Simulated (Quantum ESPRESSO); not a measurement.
# Cl (Cmce) in Quantum ESPRESSO: further runs

One crystal, Cl, is run at these levels: PBEsol; tasks: single point, equation of state.

All numbers are computed with Quantum ESPRESSO 7.5; they aren't measurements. Logs are shortened: lines on timing, memory, paths and dates and some standing lists are left out, and cuts for length are marked.

## 1. Starting point

The structure is orthorhombic, space group Cmce (No. 64). The conventional cell has a = 6.290 Å, b = 4.500 Å, c = 8.210 Å, α = 90.00°, β = 90.00°, γ = 90.00°. Cl (site symmetry m) has 1 Cl at 2.02 Å as nearest neighbours.

## 2. Single point, PBEsol, 27.31 Å³/atom

Input file pw.in:

```
&CONTROL
  calculation = 'scf'
  prefix = 'pwscf'
  outdir = './tmp'
  pseudo_dir = './pseudo'
  tprnfor = .true.
  tstress = .true.
  disk_io = 'nowf'
/
&SYSTEM
  ibrav = 0
  nat = 4
  ntyp = 1
  ecutwfc = 58
  nbnd = 21
  occupations = 'smearing'
  smearing = 'fd'
  degauss = 0.00367493
/
&ELECTRONS
  conv_thr = 8d-10
  electron_maxstep = 120
  mixing_beta = 0.5
/
ATOMIC_SPECIES
Cl    35.4500 Cl.upf
CELL_PARAMETERS angstrom
   3.0807983119   -2.2040687446    0.0000000000
   3.0807983119    2.2040687446    0.0000000000
   0.0000000000    0.0000000000    8.0424019526
ATOMIC_POSITIONS crystal
Cl     0.3700000000    0.6300000000    0.4000000000
Cl     0.1300000000    0.8700000000    0.9000000000
Cl     0.6300000000    0.3700000000    0.6000000000
Cl     0.8700000000    0.1300000000    0.1000000000
K_POINTS automatic
7 7 4 0 0 0
```

Potentials or basis: PseudoDojo 0.4.1 SR PBEsol standard.

On the command line:

```console
$ OMP_NUM_THREADS=1 pw.x -in pw.in > pw.out
```

pw.out:

```text
This program is part of the open-source Quantum ESPRESSO suite
     for quantum simulation of materials; please cite
[... 9 lines left out ...]
     --------------------
     sticks:   dense  smooth     PW     G-vecs:    dense   smooth      PW
     Sum         901     901    265                44053    44053    7081

     Using Slab Decomposition

     bravais-lattice index     =            0
     lattice parameter (alat)  =       7.1584  a.u.
     unit-cell volume          =     737.0565 (a.u.)^3
     number of atoms/cell      =            4
     number of atomic types    =            1
     number of electrons       =        28.00
     number of Kohn-Sham states=           21
     kinetic-energy cutoff     =      58.0000  Ry
     charge density cutoff     =     232.0000  Ry
     scf convergence threshold =      8.0E-10
     mixing beta               =       0.5000
     number of iterations used =            8  plain     mixing
     Exchange-correlation= PBESOL
                           (   1   4  10   8   0   0   0)

     celldm(1)=   7.158356  celldm(2)=   0.000000  celldm(3)=   0.000000
     celldm(4)=   0.000000  celldm(5)=   0.000000  celldm(6)=   0.000000

     crystal axes: (cart. coord. in units of alat)
               a(1) = (   0.813296  -0.581850   0.000000 )
               a(2) = (   0.813296   0.581850   0.000000 )
               a(3) = (   0.000000   0.000000   2.123104 )

     reciprocal axes: (cart. coord. in units 2 pi/alat)
               b(1) = (  0.614782 -0.859329  0.000000 )
               b(2) = (  0.614782  0.859329 -0.000000 )
               b(3) = ( -0.000000  0.000000  0.471008 )

     PseudoPot. # 1 for Cl read from file:
     Cl.upf
     Pseudo is Norm-conserving + core correction, Zval =  7.0
     Generated using ONCVPSP code by D. R. Hamann
     Using radial grid of 1028 points,  6 beta functions with:
                l(1) =   0
                l(2) =   0
                l(3) =   1
                l(4) =   1
                l(5) =   2
                l(6) =   2

     atomic species   valence    mass     pseudopotential
     Cl                7.00    35.45000     Cl( 1.00)

      8 Sym. Ops., with inversion, found ( 4 have fractional translation)

   Cartesian axes

     site n.     atom                  positions (alat units)
         1        Cl     tau(   1) = (   0.8132964   0.1512809   0.8492418  )
         2        Cl     tau(   2) = (   0.8132964   0.4305687   1.9107940  )
         3        Cl     tau(   3) = (   0.8132964  -0.1512809   1.2738627  )
         4        Cl     tau(   4) = (   0.8132964  -0.4305687   0.2123104  )

     number of k points=    48  Fermi-Dirac smearing, width (Ry)=  0.0037
                       cart. coord. in units 2pi/alat
        k(    1) = (   0.0000000   0.0000000   0.0000000), wk =   0.0102041
        k(    2) = (   0.0000000   0.0000000   0.1177521), wk =   0.0204082
        k(    3) = (   0.0000000   0.0000000  -0.2355042), wk =   0.0102041
        k(    4) = (   0.0878260   0.1227612   0.0000000), wk =   0.0408163
        k(    5) = (   0.0878260   0.1227612   0.1177521), wk =   0.0816327
        k(    6) = (   0.0878260   0.1227612  -0.2355042), wk =   0.0408163
[... 40 lines left out ...]
        k(   47) = (  -0.0000000  -0.7365674   0.1177521), wk =   0.0408163
        k(   48) = (  -0.0000000  -0.7365674  -0.2355042), wk =   0.0204082

     Dense  grid:    44053 G-vectors     FFT dimensions: (  36,  36,  80)

     Initial potential from superposition of free atoms

     starting charge      28.0000, renormalised to      28.0000
     Starting wfcs are   16 randomized atomic wfcs +    5 random wfcs

     Self-consistent Calculation

     iteration #  1     ecut=    58.00 Ry     beta= 0.50
     Davidson diagonalization with overlap
     ethr =  1.00E-02,  avg # of iterations =  6.7

     Threshold (ethr) on eigenvalues was too large:
     Diagonalizing with lowered threshold

     Davidson diagonalization with overlap
     ethr =  3.77E-04,  avg # of iterations =  4.8

     total energy              =    -130.85838638 Ry
     estimated scf accuracy    <       0.09917704 Ry

     iteration #  2     ecut=    58.00 Ry     beta= 0.50
     Davidson diagonalization with overlap
     ethr =  3.54E-04,  avg # of iterations =  1.4
[... 4 lines left out ...]
     iteration #  3     ecut=    58.00 Ry     beta= 0.50
     Davidson diagonalization with overlap
     ethr =  5.32E-05,  avg # of iterations =  5.7

     total energy              =    -130.85937424 Ry
     estimated scf accuracy    <       0.00018090 Ry

     iteration #  4     ecut=    58.00 Ry     beta= 0.50
     Davidson diagonalization with overlap
     c_bands:  1 eigenvalues not converged
     ethr =  6.46E-07,  avg # of iterations =  8.7

     total energy              =    -130.85948702 Ry
     estimated scf accuracy    <       0.00002918 Ry

     iteration #  5     ecut=    58.00 Ry     beta= 0.50
     Davidson diagonalization with overlap
     ethr =  1.04E-07,  avg # of iterations =  2.0

     total energy              =    -130.85949325 Ry
     estimated scf accuracy    <       0.00000299 Ry
[... 19 lines left out ...]
     total energy              =    -130.85949367 Ry
     estimated scf accuracy    <       0.00000001 Ry

     iteration #  9     ecut=    58.00 Ry     beta= 0.50
     Davidson diagonalization with overlap
     ethr =  4.81E-11,  avg # of iterations =  2.0

     End of self-consistent calculation

          k = 0.0000 0.0000 0.0000 (  5505 PWs)   bands (ev):

   -16.0373 -15.8102 -11.6585 -10.9975  -4.6480  -3.6910  -1.8530  -1.7122
    -1.3236  -1.3123   0.2178   0.5545   0.8512   0.9631   3.6586   4.2578
     7.7829   8.2267   9.4292  10.8081  11.1677

          k = 0.0000 0.0000 0.1178 (  5487 PWs)   bands (ev):

   -16.0066 -15.8464 -11.5640 -11.0977  -4.5270  -3.8654  -1.7447  -1.6686
    -1.3219  -1.3139   0.2105   0.4547   0.8673   0.9465   3.6863   4.1066
     7.9858   8.3415   9.7328  10.7991  11.0133
[... 121 lines left out ...]
          k =-0.1757-0.4910 0.1178 (  5500 PWs)   bands (ev):

   -15.7458 -15.7324 -11.3703 -11.3426  -4.2919  -4.2608  -2.7487  -2.6975
    -1.9843  -1.8383   0.3883   0.6022   0.8402   0.9621   3.9708   4.0103
     9.2500   9.7215  10.3443  11.1705  11.3539

          k =-0.1757-0.4910-0.2355 (  5494 PWs)   bands (ev):

   -15.7390 -15.7390 -11.3575 -11.3575  -4.2123  -4.2123  -2.8310  -2.8310
    -1.9368  -1.9368   0.5548   0.5548   0.9675   0.9675   3.9355   3.9355
     9.5492   9.5492  10.8368  10.8368  11.0927

          k =-0.0878-0.3683 0.0000 (  5495 PWs)   bands (ev):

   -15.8211 -15.7407 -11.4775 -11.2559  -4.5468  -4.0761  -2.4567  -2.3171
    -1.9706  -1.7603   0.4805   0.5982   0.7790   0.9485   3.9326   4.1718
     9.3638   9.3860  10.2193  10.4959  11.5777

          k =-0.0878-0.3683 0.1178 (  5510 PWs)   bands (ev):

   -15.8096 -15.7527 -11.4462 -11.2896  -4.4471  -4.0936  -2.5620  -2.3933
    -1.9635  -1.8006   0.5496   0.6782   0.9011   0.9081   3.9173   4.1014
     9.3607   9.3960  10.2083  10.7226  11.4570

          k =-0.0878-0.3683-0.2355 (  5484 PWs)   bands (ev):

   -15.7814 -15.7814 -11.3691 -11.3691  -4.2299  -4.2299  -2.5687  -2.5687
    -1.8947  -1.8947   0.6879   0.6879   0.9444   0.9444   3.9651   3.9651
     9.3631   9.3631  10.6201  10.6202  11.2535

          k =-0.0000-0.2455 0.0000 (  5510 PWs)   bands (ev):

   -15.9293 -15.7693 -11.5800 -11.1335  -4.6377  -3.8508  -2.1767  -2.1009
    -1.7326  -1.5679   0.6391   0.6748   0.7234   0.9611   3.7043   4.2251
     8.6315   8.8452  10.0868  10.7361  11.1378

          k =-0.0000-0.2455 0.1178 (  5500 PWs)   bands (ev):

   -15.9072 -15.7941 -11.5160 -11.2007  -4.5257  -3.9626  -2.2555  -2.0423
    -1.7102  -1.5940   0.5883   0.7176   0.8068   0.9197   3.7751   4.1560
     8.5912   8.8635  10.2703  10.7961  11.2320

          k =-0.0000-0.2455-0.2355 (  5482 PWs)   bands (ev):

   -15.8519 -15.8519 -11.3599 -11.3599  -4.2470  -4.2470  -2.1606  -2.1606
    -1.6539  -1.6539   0.7167   0.7167   0.8193   0.8193   3.9677   3.9677
     8.7063   8.7063  10.7458  10.7458  11.1473

          k = 0.3513 0.0000 0.0000 (  5494 PWs)   bands (ev):

   -15.8745 -15.6875 -11.5286 -11.0191  -4.5364  -3.8296  -2.5271  -2.2433
    -2.0574  -2.0053   0.1742   0.3754   0.5941   0.9597   3.7490   4.0355
     9.4042   9.5540   9.6490  10.4502  10.8249
[... 37 lines left out ...]
          k =-0.0878-0.6138 0.1178 (  5492 PWs)   bands (ev):

   -15.7378 -15.6757 -11.3855 -11.2343  -4.3369  -4.1248  -2.8268  -2.6295
    -2.2793  -2.1818   0.2324   0.4489   0.7628   0.9052   3.8281   3.9624
     9.6417   9.8779  10.3419  10.8596  11.2409

          k =-0.0878-0.6138-0.2355 (  5500 PWs)   bands (ev):

   -15.7071 -15.7071 -11.3105 -11.3105  -4.2086  -4.2086  -2.7330  -2.7330
    -2.2913  -2.2913   0.5137   0.5137   0.7125   0.7125   3.8850   3.8850
    10.1066  10.1066  10.3352  10.3352  11.1740

          k = 0.0000-0.4910 0.0000 (  5496 PWs)   bands (ev):

   -15.7313 -15.7279 -11.3529 -11.3468  -4.3681  -4.2528  -2.5632  -2.3195
    -2.3095  -2.1524   0.2762   0.4739   0.8219   0.9937   4.0252   4.0265
     9.7211   9.8534  10.7113  10.8815  11.6280

          k = 0.0000-0.4910 0.1178 (  5489 PWs)   bands (ev):

   -15.7307 -15.7283 -11.3530 -11.3487  -4.3045  -4.2156  -2.5125  -2.4598
    -2.4115  -2.2247   0.3912   0.6439   0.8956   0.8960   3.9736   3.9871
     9.9189   9.9825  10.6190  10.8256  11.2887

          k = 0.0000-0.4910-0.2355 (  5488 PWs)   bands (ev):

   -15.7294 -15.7294 -11.3518 -11.3518  -4.2048  -4.2048  -2.5561  -2.5561
    -2.3790  -2.3790   0.6514   0.6514   0.8888   0.8888   3.9329   3.9329
    10.3124  10.3125  10.4844  10.4844  10.8841

          k = 0.5270-0.0000 0.0000 (  5490 PWs)   bands (ev):

   -15.7799 -15.6173 -11.4549 -11.0318  -4.4270  -3.9001  -3.1382  -2.6200
    -2.1403  -2.0852  -0.0436   0.0145   0.6014   1.0139   3.7289   3.9202
     9.2961   9.4043   9.5348  10.0652  11.4028

          k = 0.5270-0.0000 0.1178 (  5497 PWs)   bands (ev):

   -15.7575 -15.6426 -11.3932 -11.0942  -4.3693  -4.0042  -3.0775  -2.7175
    -2.0781  -2.0205  -0.0028   0.1792   0.4593   0.8797   3.7052   3.8465
     9.4463   9.5602  10.1191  10.2322  11.1414

          k = 0.5270-0.0000-0.2355 (  5488 PWs)   bands (ev):

   -15.7014 -15.7014 -11.2441 -11.2441  -4.2083  -4.2083  -2.9142  -2.9142
    -1.9875  -1.9875   0.1789   0.1789   0.5419   0.5419   3.7285   3.7285
     9.7572   9.7572  10.6505  10.6505  11.1941

          k =-0.0000-0.7366 0.0000 (  5466 PWs)   bands (ev):

   -15.7578 -15.6185 -11.4361 -11.0824  -4.4009  -3.9609  -3.1506  -2.6066
    -2.2493  -2.1343  -0.0610   0.1125   0.6873   1.0197   3.7213   3.9198
     9.0224   9.7768   9.9740  10.1050  11.4917

          k =-0.0000-0.7366 0.1178 (  5483 PWs)   bands (ev):

   -15.7384 -15.6399 -11.3845 -11.1345  -4.3482  -4.0357  -3.0865  -2.7077
    -2.2438  -2.0799   0.1124   0.1582   0.5838   0.8699   3.7188   3.8787
     9.3357   9.6976  10.1530  10.5610  11.1873

          k =-0.0000-0.7366-0.2355 (  5492 PWs)   bands (ev):

   -15.6901 -15.6901 -11.2598 -11.2598  -4.2037  -4.2037  -2.9145  -2.9145
    -2.1336  -2.1336   0.3444   0.3444   0.5019   0.5019   3.7768   3.7768
     9.7809   9.7809  10.6195  10.6195  11.1329

     the Fermi energy is     2.3004 ev

!    total energy              =    -130.85949367 Ry
     estimated scf accuracy    <          8.6E-11 Ry
     smearing contrib. (-TS)   =      -0.00000000 Ry
     internal energy E=F+TS    =    -130.85949367 Ry

     The total energy is F=E-TS. E is the sum of the following terms:
     one-electron contribution =     -27.19995139 Ry
     hartree contribution      =      24.07521090 Ry
     xc contribution           =     -35.25994784 Ry
     ewald contribution        =     -92.47480535 Ry

     convergence has been achieved in   9 iterations

     Forces acting on atoms (cartesian axes, Ry/au):

     atom    1 type  1   force =    -0.00000000    0.01099727   -0.02196161
     atom    2 type  1   force =    -0.00000000   -0.01099727   -0.02196161
     atom    3 type  1   force =     0.00000000   -0.01099727    0.02196161
     atom    4 type  1   force =    -0.00000000    0.01099727    0.02196161

     Total force =     0.049122     Total SCF correction =     0.000028

     Computing stress (Cartesian axis) and pressure

          total   stress  (Ry/bohr**3)                   (kbar)     P=        8.45
   0.00002710  -0.00000000   0.00000000            3.99       -0.00        0.00
   0.00000000   0.00003905   0.00000000            0.00        5.74        0.00
   0.00000000   0.00000000   0.00010608            0.00        0.00       15.60

=------------------------------------------------------------------------------=
   JOB DONE.
=------------------------------------------------------------------------------=
```

It took 96 s on 1 thread of Arm Neoverse V1, shared host; peak memory 0.16 GiB.

Results:

```yaml
Free_energy: -1780.4341 eV
Pressure: 0.8 GPa
Largest_force: 0.631 eV/Å
Band_gap_on_the_k_mesh: 2.63 eV, indirect (least direct gap 2.70 eV)
```

Caveat: an odd mesh through Γ misses points on the zone boundary, where band edges often lie.

## 3. Single point, PBEsol, 27.89 Å³/atom

pw.in, as its differences from that of step 2:

```diff
@@ -27,5 +27,5 @@
 CELL_PARAMETERS angstrom
-   3.0807983119   -2.2040687446    0.0000000000
-   3.0807983119    2.2040687446    0.0000000000
-   0.0000000000    0.0000000000    8.0424019526
+   3.1024947895   -2.2195908669    0.0000000000
+   3.1024947895    2.2195908669    0.0000000000
+   0.0000000000    0.0000000000    8.0990404521
 ATOMIC_POSITIONS crystal
```

Potentials or basis: PseudoDojo 0.4.1 SR PBEsol standard.

On the command line:

```console
$ OMP_NUM_THREADS=1 pw.x -in pw.in > pw.out
```

It took 98 s on 1 thread of Arm Neoverse V1, shared host; peak memory 0.16 GiB.

The run converged. Its results:

```
Free energy            : -1780.4418 eV
Pressure               : 0.2 GPa
Largest force          : 0.357 eV/Å
Band gap on the k mesh : 2.55 eV, indirect (least direct gap 2.61 eV)
```

Caveat: an odd mesh through Γ misses points on the zone boundary, where band edges often lie.

## 4. Single point, PBEsol, 28.47 Å³/atom

pw.in, as its differences from that of step 3:

```diff
@@ -27,5 +27,5 @@
 CELL_PARAMETERS angstrom
-   3.1024947895   -2.2195908669    0.0000000000
-   3.1024947895    2.2195908669    0.0000000000
-   0.0000000000    0.0000000000    8.0990404521
+   3.1238919815   -2.2348988739    0.0000000000
+   3.1238919815    2.2348988739    0.0000000000
+   0.0000000000    0.0000000000    8.1548976686
 ATOMIC_POSITIONS crystal
```

On the command line:

```console
$ OMP_NUM_THREADS=1 pw.x -in pw.in > pw.out
```

It took 99 s on 1 thread of Arm Neoverse V1, shared host; peak memory 0.16 GiB.

Results (log left out):

* Free energy: -1780.4405 eV
* Pressure: -0.4 GPa
* Largest force: 0.129 eV/Å
* Band gap on the k mesh: 2.48 eV, indirect (least direct gap 2.54 eV)

Caveat: an odd mesh through Γ misses points on the zone boundary, where band edges often lie.

## 5. Single point, PBEsol, 29.05 Å³/atom

pw.in, as its differences from that of step 4:

```diff
@@ -27,5 +27,5 @@
 CELL_PARAMETERS angstrom
-   3.1238919815   -2.2348988739    0.0000000000
-   3.1238919815    2.2348988739    0.0000000000
-   0.0000000000    0.0000000000    8.1548976686
+   3.1450000000   -2.2500000000    0.0000000000
+   3.1450000000    2.2500000000    0.0000000000
+   0.0000000000    0.0000000000    8.2100000000
 ATOMIC_POSITIONS crystal
```

On the command line:

```console
$ OMP_NUM_THREADS=1 pw.x -in pw.in > pw.out
```

It took 1.7 min on 1 thread of Arm Neoverse V1, shared host; peak memory 0.16 GiB.

It converged, with:

```
Free energy            : -1780.4310 eV
Pressure               : -0.9 GPa
Largest force          : 0.189 eV/Å
Band gap on the k mesh : 2.41 eV, indirect (least direct gap 2.46 eV)
```

Caveat: an odd mesh through Γ misses points on the zone boundary, where band edges often lie.

## 6. Single point, PBEsol, 29.63 Å³/atom

pw.in, as its differences from that of step 5:

```diff
@@ -27,5 +27,5 @@
 CELL_PARAMETERS angstrom
-   3.1450000000   -2.2500000000    0.0000000000
-   3.1450000000    2.2500000000    0.0000000000
-   0.0000000000    0.0000000000    8.2100000000
+   3.1658284216   -2.2649010965    0.0000000000
+   3.1658284216    2.2649010965    0.0000000000
+   0.0000000000    0.0000000000    8.2643724455
 ATOMIC_POSITIONS crystal
```

Potentials or basis: PseudoDojo 0.4.1 SR PBEsol standard.

On the command line:

```console
$ OMP_NUM_THREADS=1 pw.x -in pw.in > pw.out
```

Run time: 1.7 min. Hardware: 1 thread of Arm Neoverse V1, shared host; peak memory 0.17 GiB.

It converged, with:

* Free energy: -1780.4142 eV
* Pressure: -1.4 GPa
* Largest force: 0.398 eV/Å
* Band gap on the k mesh: 2.34 eV, indirect (least direct gap 2.39 eV)

Caveat: an odd mesh through Γ misses points on the zone boundary, where band edges often lie.

## 7. Single point, PBEsol, 30.21 Å³/atom

pw.in, as its differences from that of step 6:

```diff
@@ -27,5 +27,5 @@
 CELL_PARAMETERS angstrom
-   3.1658284216   -2.2649010965    0.0000000000
-   3.1658284216    2.2649010965    0.0000000000
-   0.0000000000    0.0000000000    8.2643724455
+   3.1863863250   -2.2796086586    0.0000000000
+   3.1863863250    2.2796086586    0.0000000000
+   0.0000000000    0.0000000000    8.3180387054
 ATOMIC_POSITIONS crystal
```

On the command line:

```console
$ OMP_NUM_THREADS=1 pw.x -in pw.in > pw.out
```

Run time: 1.7 min. Hardware: 1 thread of Arm Neoverse V1, shared host; peak memory 0.17 GiB.

It converged, with:

```yaml
Free_energy: -1780.3910 eV
Pressure: -1.8 GPa
Largest_force: 0.603 eV/Å
Band_gap_on_the_k_mesh: 2.27 eV, indirect (least direct gap 2.32 eV)
```

Caveat: an odd mesh through Γ misses points on the zone boundary, where band edges often lie.

## 8. Single point, PBEsol, 30.79 Å³/atom

pw.in, as its differences from that of step 7:

```diff
@@ -27,5 +27,5 @@
 CELL_PARAMETERS angstrom
-   3.1863863250   -2.2796086586    0.0000000000
-   3.1863863250    2.2796086586    0.0000000000
-   0.0000000000    0.0000000000    8.3180387054
+   3.2066823265   -2.2941288504    0.0000000000
+   3.2066823265    2.2941288504    0.0000000000
+   0.0000000000    0.0000000000    8.3710212721
 ATOMIC_POSITIONS crystal
```

On the command line:

```console
$ OMP_NUM_THREADS=1 pw.x -in pw.in > pw.out
```

Run time: 1.8 min. Hardware: 1 thread of Arm Neoverse V1, shared host; peak memory 0.17 GiB.

The run converged. Its results:

* Free energy: -1780.3621 eV
* Pressure: -2.2 GPa
* Largest force: 0.796 eV/Å
* Band gap on the k mesh: 2.20 eV, indirect (least direct gap 2.25 eV)

Caveat: an odd mesh through Γ misses points on the zone boundary, where band edges often lie.

## 9. Equation of state, PBEsol

Potentials or basis: PseudoDojo 0.4.1 SR PBEsol standard.

This step only gathers the single runs of the series.

Results:

```yaml
Equilibrium_volume: 28.08 Å³/atom
Bulk_modulus_at_fixed_shape_and_positions: 29 GPa
Pressure_derivative_of_the_bulk_modulus: 4.6
```

Energy against volume, from the lowest point:
| volume (Å³/atom) | energy (meV/atom) |
| --- | --- |
| 27.305 | 1.93 |
| 27.886 | 0.00 |
| 28.467 | 0.34 |
| 29.048 | 2.72 |
| 29.629 | 6.90 |
| 30.210 | 12.70 |
| 30.791 | 19.93 |

Caveat: the cell was scaled at fixed shape and fractional positions, which overstates the stiffness of a crystal with free parameters, most of all of layers and chains.
